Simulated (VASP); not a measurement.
Input of a VASP 6.6.1 run:

Contents of INCAR:

```
PREC = Accurate ; ENCUT = 600
EDIFF = 1E-7 ; ISMEAR = 1
SIGMA = 0.1 ; LREAL = F
LASPH = T ; NELM = 80
ALGO = Normal ; ISIF = 4
LWAVE = F ; LCHARG = F
GGA = PS ; IBRION = 2
NSW = 40 ; EDIFFG = -0.01
```

KPOINTS

```
Automatic mesh
0
Gamma
  15 15 7
```

File POSCAR:

```
Hf                                      
1.0
    3.1975225228     -0.0000000000     -0.0000000000
   -1.5987612614      2.7691357339     -0.0000000000
   -0.0000000000      0.0000000000      5.0557690943
  Hf            
     2
Direct
     0.3333333332999970    0.6666666667000030    0.2500000000000000
     0.6666666667000030    0.3333333332999970    0.7500000000000000
```

Potentials or basis: VASP PAW PBE potentials, release 64 (Hf_pv).

Command:

```console
$ cat potpaw_PBE.64/Hf_pv/POTCAR > POTCAR
$ mpirun -np 1 vasp_std > vasp.out
```

(1) Estimate the energy gained by relaxing.

(2) Estimate the band gap on the k mesh.

Results:

(1) 0.0 meV/atom.

(2) none (metal or under the smearing width).
